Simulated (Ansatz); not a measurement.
# Ag: the cost of one run

Method: DFT PBE, scalar-relativistic, plane waves, PAW, in Ansatz 0.2.0.

2 further runs of the same task are left out: 2 set aside as unsound or not needed.

**1. The structure to begin with**

It takes space group Fm-3m (No. 225, cubic). Conventional cell: a = 4.147 Å, b = 4.147 Å, c = 4.147 Å, α = 90.00°, β = 90.00°, γ = 90.00°. Ag (site symmetry m-3m) is surrounded by 12 Ag at 2.93 Å.

Structure file:

```cif
data_structure
_symmetry_space_group_name_H-M 'P 1'
_symmetry_Int_Tables_number 1
_cell_length_a 2.9325
_cell_length_b 2.9325
_cell_length_c 2.9325
_cell_angle_alpha 60.000
_cell_angle_beta 60.000
_cell_angle_gamma 60.000
_cell_volume 17.83
loop_
_atom_site_label
_atom_site_type_symbol
_atom_site_fract_x
_atom_site_fract_y
_atom_site_fract_z
_atom_site_occupancy
Ag1 Ag 0.00000 0.00000 0.00000 1
```

It is the result of an earlier relaxation at this level (volume 17.83 Å³/atom; gap on the mesh: none (metal)).

**2. Tight relaxation for the response runs, with the smearing for a metal**

Response functions are second derivatives at a minimum, so forces and stress are first brought close to zero on the mesh and occupations that the response runs use.

Contents of input.yaml:

```yaml
crystal:
  lattice:
    - [0.0, 2.0735956984, 2.0735956984]
    - [2.0735956984, 0.0, 2.0735956984]
    - [2.0735956984, 2.0735956984, 0.0]
  atoms:
    - { symbol: Ag, position: [0.0, 0.0, 0.0] }
basis:
  ecutwfc: 420
kpoints:
  mp_grid: { grid: [20, 20, 20] }
hamiltonian:
  xc: pbe
scf:
  occupations: { method: fermi_dirac, width: 0.15 }
output:
  forces: true
  stress: true
  eigenvalues: true
relax:
  adjacent_minimum: "off"
  f_tol: 0.001
  max_steps: 60
  cell: { stress_tol: 0.01 }
```

Launch:

```bash
$ ansatz run input.yaml --threads 1 --pin off --max-ram 3072MiB --backend cpu --events-out ev --progress --plain --runs-dir out
```

Q: Estimate wall time and peak memory on 1 thread of Intel Xeon Platinum 8488C (Sapphire Rapids), shared host.

About 9.2 s, with a peak of 0.41 GiB.
